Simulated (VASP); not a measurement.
# P on the N site in a supercell of GaN

Aim: the formation energy and local structure of P on the N site in GaN. The start is a cell from a database of measured crystal structures.

Main program and level: VASP 6.6.1; PBEsol; plane waves and PAW (Ga, N), in the first sound run; inputs show where later runs differ.

The experiments to compare with:

For GaN, wurtzite (bulk w-GaN, literature), “Vacancy defect in bulk and at (10overline10) surface of GaN: A combined first-principles theoretical and experimental analysis” (2017, arxiv:1710.05670) quotes earlier work: lattice constant a (a, Expt. column of Table I) 3.189 Å; lattice constant c (c, Expt. column of Table I) 5.186 Å.

“Thermoelectric Properties of GaN with Carrier Concentration Modulation: An Experimental and Theoretical Investigation” (2020, arxiv:2008.11387) quotes from earlier work for GaN, wurtzite (bulk crystal): band gap (direct gap at Gamma, literature experimental value) 3.4 eV [Rounded literature gap quoted in passing in the theory part; sample, method and …].

The database entry behind the starting cell differs from later determinations by our own check (about 0.3 % short, ideal inner coordinate), so it need not match the best structure at ambient conditions.

### Step 1. The host crystal

It takes space group P6_3mc (No. 186, hexagonal). Conventional cell: a = 3.180 Å, b = 3.180 Å, c = 5.166 Å, α = 90.00°, β = 90.00°, γ = 120.00°. Nearest to Ga lie 4 N at 1.94 to 1.95 Å. Nearest to N lie 4 Ga at 1.94 to 1.95 Å. Farther neighbours and most contacts between anions are not listed.

### Step 2. Relaxing the host crystal

The later steps need the crystal at this functional's own lattice; a raised cutoff keeps the stress reliable while the cell changes.

Contents of INCAR:

```
SYSTEM = GaN
PREC = Accurate
ENCUT = 520
EDIFF = 1E-06
NELM = 120
ISMEAR = 0
SIGMA = 0.05
LREAL = .FALSE.
ALGO = Normal
GGA = PS
NBANDS = 14
LORBIT = 11
LWAVE = .FALSE.
LCHARG = .FALSE.
KPAR = 8
IBRION = 2
NSW = 40
ISIF = 3
EDIFFG = -0.02
POTIM = 0.4
```

Contents of POSCAR:

```
GaN
1.0
    3.1800000000      0.0000000000      0.0000000000
   -1.5900000000      2.7539607840      0.0000000000
    0.0000000000      0.0000000000      5.1660000000
Ga N
2 2
Direct
    0.6666666667      0.3333333333      0.5000000000
    0.3333333333      0.6666666667      0.0000000000
    0.6666666667      0.3333333333      0.8750000000
    0.3333333333      0.6666666667      0.3750000000
```

Contents of KPOINTS:

```
Automatic mesh
0
Gamma
7 7 4
0 0 0
```

Potentials, in the order of the species: Ga and N (PBE family, release 64).

Started as:

```console
> mpirun -np 8 vasp_std
```

Output:

```text
[banner, memory and clock lines left out]
running    8 mpi-ranks, on    1 nodes
 distrk:  each k-point on    1 cores,    8 groups
 distr:  one band on    1 cores,    1 groups

 POSCAR found type information on POSCAR GaN
 POSCAR found :  2 types and       4 ions
|                                                                             |
|           W    W    AA    RRRRR   N    N  II  N    N   GGGG   !!!           |
|           W    W   A  A   R    R  NN   N  II  NN   N  G    G  !!!           |
|           W    W  A    A  R    R  N N  N  II  N N  N  G       !!!           |
|           W WW W  AAAAAA  RRRRR   N  N N  II  N  N N  G  GGG   !            |
|           WW  WW  A    A  R   R   N   NN  II  N   NN  G    G                |
|           W    W  A    A  R    R  N    N  II  N    N   GGGG   !!!           |
|                                                                             |
|     For optimal performance we recommend to set                             |
|       NCORE = 2 up to number-of-cores-per-socket                            |
|     NCORE specifies how many cores store one orbital (NPAR=cpu/NCORE).      |
|     This setting can greatly improve the performance of VASP for DFT.       |
|     The default, NCORE=1 might be grossly inefficient on modern             |
|     multi-core architectures or massively parallel machines. Do your        |
|     Unfortunately you need to use the default for GW and RPA                |
|     calculations (for HF NCORE is supported but not extensively tested      |
|     yet).                                                                   |
|                                                                             |

|                                                                             |
|               ----> ADVICE to this user running VASP <----                  |
|                                                                             |
|     You enforced a specific xc type in the INCAR file but a different       |
|     [... a line on the potential file left out ...]
|     I HOPE YOU KNOW WHAT YOU ARE DOING!                                     |
|                                                                             |

 LDA part: xc-table for (Slater+PW92), standard interpolation
 POSCAR, INCAR and KPOINTS ok, starting setup
 FFT: planning ... GRIDC
 FFT: planning ... GRID_SOFT
 FFT: planning ... GRID
 WAVECAR not read
 entering main loop
       N       E                     dE             d eps       ncg     rms          rms(c)
DAV:   1     0.552322933463E+02    0.55232E+02   -0.74683E+03   672   0.103E+03
DAV:   2    -0.257738716544E+02   -0.81006E+02   -0.74984E+02   936   0.205E+02
DAV:   3    -0.299186096179E+02   -0.41447E+01   -0.41205E+01   882   0.495E+01
DAV:   4    -0.299500149213E+02   -0.31405E-01   -0.31393E-01   738   0.481E+00
DAV:   5    -0.299503351735E+02   -0.32025E-03   -0.32018E-03   846   0.446E-01    0.129E+01
DAV:   6    -0.262275774507E+02    0.37228E+01   -0.98655E+00   792   0.234E+01    0.538E+00
DAV:   7    -0.261612548894E+02    0.66323E-01   -0.64606E-01   696   0.589E+00    0.309E+00
DAV:   8    -0.260898731399E+02    0.71382E-01   -0.66459E-02   768   0.225E+00    0.390E-01
DAV:   9    -0.260859768383E+02    0.38963E-02   -0.85109E-03   870   0.744E-01    0.157E-01
DAV:  10    -0.260862210804E+02   -0.24424E-03   -0.94326E-04   684   0.217E-01    0.419E-02
DAV:  11    -0.260862088185E+02    0.12262E-04   -0.26984E-05   918   0.431E-02    0.163E-02
DAV:  12    -0.260862086263E+02    0.19226E-06   -0.54718E-06   720   0.184E-02
   1 F= -.26086209E+02 E0= -.26086209E+02  d E =-.260862E+02
 curvature:   0.00 expect dE= 0.000E+00 dE for cont linesearch  0.000E+00
 trial: gam= 0.00000 g(F)=  0.447E-02 g(S)=  0.154E+00 ort = 0.000E+00 (trialstep = 0.100E+01)
 search vector abs. value=  0.159E+00
 bond charge predicted
       N       E                     dE             d eps       ncg     rms          rms(c)
DAV:   1    -0.263064715992E+02   -0.22026E+00   -0.41849E+00   678   0.171E+01    0.312E+00
DAV:   2    -0.261126661677E+02    0.19381E+00   -0.54742E-01   690   0.580E+00    0.785E-01
DAV:   3    -0.261092599720E+02    0.34062E-02   -0.34244E-02   756   0.144E+00    0.384E-01
DAV:   4    -0.261063247382E+02    0.29352E-02   -0.20658E-03   762   0.376E-01    0.114E-01
DAV:   5    -0.261060246050E+02    0.30013E-03   -0.60667E-04   810   0.186E-01    0.537E-02
DAV:   6    -0.261060160636E+02    0.85414E-05   -0.50245E-05   726   0.576E-02    0.133E-02
DAV:   7    -0.261060126972E+02    0.33664E-05   -0.10195E-05   792   0.228E-02    0.293E-03
DAV:   8    -0.261060127343E+02   -0.37115E-07   -0.48977E-07   378   0.597E-03
   2 F= -.26106013E+02 E0= -.26106013E+02  d E =-.198041E-01
[...]
3 F= -.26129928E+02 E0= -.26129928E+02  d E =-.437191E-01
[...]
4 F= -.26129907E+02 E0= -.26129907E+02  d E =-.436981E-01
 curvature:  -0.31 expect dE=-0.686E-04 dE for cont linesearch -0.207E-04
 ZBRENT: accuracy reached
 trial: gam= 0.00000 g(F)=  0.208E-04 g(S)=  0.200E-03 ort =-0.325E-02 (trialstep = 0.915E+00)
 search vector abs. value=  0.220E-03
 bond charge predicted
       N       E                     dE             d eps       ncg     rms          rms(c)
DAV:   1    -0.261301361108E+02   -0.22860E-03   -0.59155E-03   684   0.641E-01    0.675E-02
DAV:   2    -0.261300432230E+02    0.92888E-04   -0.17708E-04   834   0.112E-01    0.288E-02
DAV:   3    -0.261300262491E+02    0.16974E-04   -0.27807E-05   792   0.393E-02    0.110E-02
DAV:   4    -0.261300226345E+02    0.36146E-05   -0.60404E-06   828   0.195E-02    0.283E-03
DAV:   5    -0.261300225375E+02    0.96973E-07   -0.87282E-07   366   0.785E-03
   5 F= -.26130023E+02 E0= -.26130023E+02  d E =-.115838E-03
 trial-energy change:   -0.000116  1 .order   -0.000114   -0.000202   -0.000026
 step:   1.0484(harm=  1.0484)  dis= 0.00047  next Energy=   -26.130022 (dE=-0.116E-03)
 reached required accuracy - stopping structural energy minimisation
```

Run time: 15 s. Hardware: 8 MPI ranks of Intel Xeon Platinum 8488C (Sapphire Rapids), shared host; peak memory 1.6 GiB; 1.9 min of CPU time.

The logs omit lines about the potential files and the build; timing stands in the text.

Parts of OUTCAR (step 2):

```text
ion  position               nearest neighbor table
   1  0.667  0.333  0.500-   3 1.94   4 1.95   4 1.95   4 1.95   2 3.17   2 3.17   2 3.17   2 3.17
                             2 3.17   2 3.17
   2  0.333  0.667  0.000-   4 1.94   3 1.95   3 1.95   3 1.95   1 3.17   1 3.17   1 3.17   1 3.17
                             1 3.17   1 3.17
   3  0.667  0.333  0.875-   1 1.94   2 1.95   2 1.95   2 1.95
   4  0.333  0.667  0.375-   2 1.94   1 1.95   1 1.95   1 1.95

  LATTYP: Found a hexagonal cell.
 ALAT       =     3.1800000000
 C/A-ratio  =     1.6245283019

 Subroutine GETGRP returns: Found 12 space group operations
 (whereof  6 operations were pure point group operations)

The static configuration has the point symmetry C_3v.
 The point group associated with its full space group is C_6v.

 Found     24 irreducible k-points:

   k-points           NKPTS =     24   k-points in BZ     NKDIM =     24   number of bands    NBANDS=     14

   dimension x,y,z NGX =    24 NGY =   24 NGZ =   40
   dimension x,y,z NGXF=    48 NGYF=   48 NGZF=   80

   ENCUT  =  520.0 eV  38.22 Ry    6.18 a.u.   5.91  5.91  9.61*2*pi/ulx,y,z

   NELECT =      16.0000    total number of electrons

 k-points in reciprocal lattice and weights: Automatic mesh
   0.00000000  0.00000000  0.00000000       0.005
   0.14285714  0.00000000  0.00000000       0.031
   0.28571429 -0.00000000  0.00000000       0.031
   0.42857143  0.00000000  0.00000000       0.031
   0.14285714  0.14285714  0.00000000       0.031
   0.28571429  0.14285714  0.00000000       0.061
   0.42857143  0.14285714  0.00000000       0.031
   0.28571429  0.28571429  0.00000000       0.031
   0.00000000  0.00000000  0.25000000       0.010
[...]
0.42857143  0.14285714  0.50000000       0.031
   0.28571429  0.28571429  0.50000000       0.031

 average (electrostatic) potential at core
       1 -12.8759       2 -12.8759       3 -64.5875       4 -64.5875

 E-fermi :   2.8551

 k-point     1 :       0.0000    0.0000    0.0000
  band No.  band energies     occupation
    ...
      4       1.6216      2.00000
      5       1.6216      2.00000
      6       2.5894      2.00000
      7       2.6224      2.00000
      8       2.6224      2.00000
      9       4.3804      0.00000
     10       6.7202      0.00000
     11      11.6254      0.00000
     12      12.3635      0.00000
     13      12.3635      0.00000
    ...

 k-point     2 :       0.1429    0.0000    0.0000
  band No.  band energies     occupation
    ...
      4       0.2939      2.00000
      5       1.1788      2.00000
      6       1.2408      2.00000
      7       2.3890      2.00000
      8       2.4497      2.00000
      9       5.6592      0.00000
     10       7.7724      0.00000
     11      10.8980      0.00000
     12      11.4985      0.00000
     13      12.8222      0.00000
    ...

 k-point     3 :       0.2857   -0.0000    0.0000
  band No.  band energies     occupation
    ...
      4      -1.7838      2.00000
      5      -0.7544      2.00000
      6       0.5346      2.00000
      7       1.7208      2.00000
      8       2.0373      2.00000
      9       7.0576      0.00000
     10       8.3579      0.00000
     11       9.5922      0.00000
     12      10.9150      0.00000
     13      12.6218      0.00000
    ...

  Total        0.0348059      0.0348059      0.0032713      0.0000000     -0.0000000     -0.0000000
  in kB        1.1880156      1.1880156      0.1116580      0.0000000     -0.0000000     -0.0000000
  external PRESSURE =       0.8292297 kB  Pullay stress =       0.0000000 kB

  energy-cutoff  :      520.00
  volume of cell :       46.94
      direct lattice vectors                 reciprocal lattice vectors
     3.217310649 -0.000000000  0.000000000     0.310818603  0.179451204 -0.000000000
    -1.608655325  2.786272754 -0.000000000     0.000000000  0.358902408  0.000000000
     0.000000000 -0.000000000  5.236297852    -0.000000000  0.000000000  0.190974621

 POSITION                                       TOTAL-FORCE (eV/Angst)
 -----------------------------------------------------------------------------------
      1.60866      0.92876      2.61382        -0.000000      0.000000     -0.016708
     -0.00000      1.85752      5.23197        -0.000000      0.000000     -0.016708
      1.60866      0.92876      4.58608         0.000000     -0.000000      0.016708
     -0.00000      1.85752      1.96794         0.000000     -0.000000      0.016708
 -----------------------------------------------------------------------------------
    total drift:                               -0.000000      0.000000      0.000197

  FREE ENERGIE OF THE ION-ELECTRON SYSTEM (eV)
  ---------------------------------------------------
  free  energy   TOTEN  =       -26.1300225375 eV

  energy  without entropy=      -26.1300225375  energy(sigma->0) =      -26.13002254

 reached required accuracy - stopping structural energy minimisation

 total charge
# of ion       s       p       d       tot
------------------------------------------
    1        1.017   1.405   0.374   2.796
    2        1.017   1.405   0.374   2.796
    3        1.222   2.482   0.000   3.704
    4        1.222   2.482   0.000   3.704
--------------------------------------------------
tot          4.478   7.775   0.748  13.001

[... 3 further parts left out ...]
```

The gap is read on the k-mesh alone, so it is an upper bound where the band edges lie off the mesh. The PAW data sets were made with PBE, which is usual practice but a small mismatch for other functionals. The data set Ga keeps the semicore shell frozen, which is cheaper and a little less accurate. The run keeps the 12 symmetry operations of its start, so it cannot find a distortion of lower symmetry.

Relaxation path:

```
step  energy less that of the first step (eV)  largest force (eV/Å)  pressure (GPa)  volume (Å³)
   1                                   0.0000                0.1702            8.12        45.24
   2                                  -0.0198                0.0716           -5.31        48.31
   3                                  -0.0437                0.0140            0.03        46.96
   4                                  -0.0437                0.0116           -0.15        47.00
   5                                  -0.0438                0.0167            0.08        46.94
```

```
conventional cell, symmetrised  before  after  change
                         a (Å)   3.180  3.217  +1.2 %
                         b (Å)   3.180  3.217  +1.2 %
                         c (Å)   5.166  5.236  +1.4 %
              volume (Å³/atom)   11.31  11.73  +3.8 %
```

Final coordinates:

```xyz
4
Lattice="3.2173 0.0000 0.0000 -1.6087 2.7863 0.0000 0.0000 0.0000 5.2363" Properties=species:S:1:pos:R:3 pbc="T T T"
Ga    1.6087    0.9288    2.6138
Ga    0.0000    1.8575   -0.0043
N     1.6087    0.9288    4.5861
N     0.0000    1.8575    1.9679
```

A gap read on the k-mesh alone can miss the band edges.

Numbers from this step:

```
electronic cycles                               : 34
electrons                                       : 16
free energy (TOTEN)                             : -26.13 eV
Fermi energy                                    : 2.855 eV
labelled metallic, from the levels on this mesh : no
gap on the k-mesh                               : 1.758 eV
least direct gap on the k-mesh                  : 1.758 eV
```

The run ended after 5 ionic steps, 0.044 eV below its first step, once forces and stress met EDIFFG = -0.02.

[end of part 1 of 5]

[Lines on the potential files, build, host, timing and source positions are cut from VASP's logs without a mark.]

[Logs are printed without paths, hosts, clocks, repeated set-up lines and the standing remarks that a program may print on its own settings, such as how far it seeks lower states.]

[Hosts, paths, dates, database ids (printed as entryN), source tags and the programs' standing remarks are cut or masked in the printed files.]

[In band tables of VASP the shares of atoms and orbitals are scaled to a sum of 1 inside the atoms' spheres.]

[Runs that stopped without an error message from VASP are left out.]
